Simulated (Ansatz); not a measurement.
# Cs: pressure up to the limit of the methods

An exercise on one series of results from a longer session: the logs are not shown, and one member is left open.

Method: DFT PBE, with the methods named in each step, in Ansatz 0.2.0.

## The structure to begin with

The structure is hexagonal, space group P6_3/mmc (No. 194). The conventional cell has a = 5.497 Å, b = 5.497 Å, c = 8.906 Å, α = 90.00°, β = 90.00°, γ = 120.00°.

Coordinates:

```
CELL_PARAMETERS angstrom
5.49749 0.00000 0.00000
-2.74874 4.76096 0.00000
0.00000 0.00000 8.90593
ATOMIC_POSITIONS crystal
Cs 0.33333 0.66667 0.25000
Cs 0.66667 0.33333 0.75000
```

Whether this phase is the stable one at these pressures isn't tested.

Atoms are numbered in the order of the input: Cs1, Cs2.

Set-up of the first run:

File input.yaml:

```yaml
crystal:
  lattice:
    - [5.4974881302, 0.0, 0.0]
    - [-2.7487440651, 4.7609643778, 0.0]
    - [0.0, 0.0, 8.905930771]
  atoms:
    - { symbol: Cs, position: [0.3333333333, 0.6666666667, 0.25] }
    - { symbol: Cs, position: [0.6666666667, 0.3333333333, 0.75] }
kpoints:
  mp_grid: { grid: [8, 8, 5] }
scf:
  occupations: { method: fermi_dirac, width: 0.05 }
hamiltonian:
  xc: pbe
  pseudopotentials: { kind: paw }
output:
  forces: true
  stress: true
  write_density: true
  write_potential: true
  elf: true
  volumetric_format: npy
relax:
  f_tol: 0.005
  max_steps: 40
  cell: {}
```

The run is started by

```
> ansatz run input.yaml --threads 1 --pin off --max-ram 2048MiB --backend cpu --events-out ev --progress --plain --runs-dir out
```

Among the steps run: Cell relaxed at zero pressure, PAW; Volume scaled by 1, PAW; Shape and atoms relaxed at 0.95 of the volume, PAW; Volume scaled by 0.95, PAW; Shape and atoms relaxed at 0.85 of the volume, PAW; Volume scaled by 0.85, PAW; Shape and atoms relaxed at 0.75 of the volume, PAW; Volume scaled by 0.75, PAW; Shape and atoms relaxed at 0.65 of the volume, PAW; Volume scaled by 0.65, PAW; Shape and atoms relaxed at 0.55 of the volume, PAW; Volume scaled by 0.55, PAW; Shape and atoms relaxed at 0.45 of the volume, PAW; Volume scaled by 0.45, PAW; Shape and atoms relaxed at 0.4 of the volume, PAW; Volume scaled by 0.4, PAW; Volume scaled by 0.4, PAW (level accurate).

One table of the session follows, with a row left open; its other results are not shown here.

```
              method  volume over the first  volume (Å³/atom)  pressure (GPa)
                 PAW                      1           116.549            0.02
                 PAW                   0.95           110.722            0.13
                 PAW                   0.85            99.067            0.45
                 PAW                   0.75                 ?               ?
                 PAW                   0.65            75.757            1.64
                 PAW                   0.55            64.102            2.79
                 PAW                   0.45            52.447            4.56
                 PAW                    0.4            46.620            5.60
PAW (level accurate)                    0.4            46.620            5.59
```

**Question.** Estimate the row for PAW, 0.75.

The run gave: volume (Å³/atom): 87.412; pressure (GPa): 0.93. In the column «volume (Å³/atom)» it lies between PAW, 0.65 (75.757) and PAW, 0.85 (99.067).
